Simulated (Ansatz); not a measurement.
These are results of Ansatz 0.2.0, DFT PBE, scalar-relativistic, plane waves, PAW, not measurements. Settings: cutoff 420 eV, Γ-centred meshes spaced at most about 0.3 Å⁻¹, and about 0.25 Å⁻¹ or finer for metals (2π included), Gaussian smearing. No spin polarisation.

All energies are static (0 K, no zero-point motion).

**Question.** Order these relaxed structures of ZrC by energy, lowest first, with the energy over the lowest of them.
1. Space group P6_3/mmc (No. 194), hexagonal, a = 3.376 Å, c = 5.282 Å. Zr is surrounded by 6 C at 2.35 Å; around C lie 6 Zr at 2.35 Å and 2 C at 2.64 Å.
2. Space group P-6m2 (No. 187), hexagonal, a = 3.270 Å, c = 2.940 Å. Around Zr lie 6 C at 2.39 Å and 2 Zr at 2.94 Å; C is surrounded by 6 Zr at 2.39 Å.
3. Space group Fm-3m (No. 225), cubic, a = 4.709 Å. Around Zr lie 6 C at 2.35 Å; around C lie 6 Zr at 2.35 Å.
4. Space group P6_3/mmc (No. 194), hexagonal, a = 3.311 Å, c = 11.360 Å. Zr is surrounded by 6 C at 2.34–2.42 Å and 1 Zr at 2.97 Å; C on a site of symmetry -3m is surrounded by 6 Zr at 2.34 Å; C on a site of symmetry -6m2 has 6 Zr at 2.42 Å.

**Answer.** 3 (0 meV/atom), 1 (168 meV/atom), 4 (292 meV/atom), 2 (725 meV/atom). Forms: cell 3 rock salt type, Fm-3m; cell 1 anti-nickel arsenide type, P6_3/mmc; cell 4 P6_3/mmc; cell 2 tungsten carbide type, P-6m2. Counting C atoms around Zr (those within 1.25 times the shortest such distance or 1.15 times the sum of covalent radii): cell 3 has Zr 6; cell 1 has Zr 6; cell 4 has Zr 6; cell 2 has Zr 6. Origin: cell 1, reached from a Materials Project cell; cell 2 and cell 4, invented; cell 3, reached from a cell as deposited in COD, among other starts.

Cells relaxed within their symmetry can be saddle points. Some candidate types were left out of the draw beforehand, so a known form may be missing.
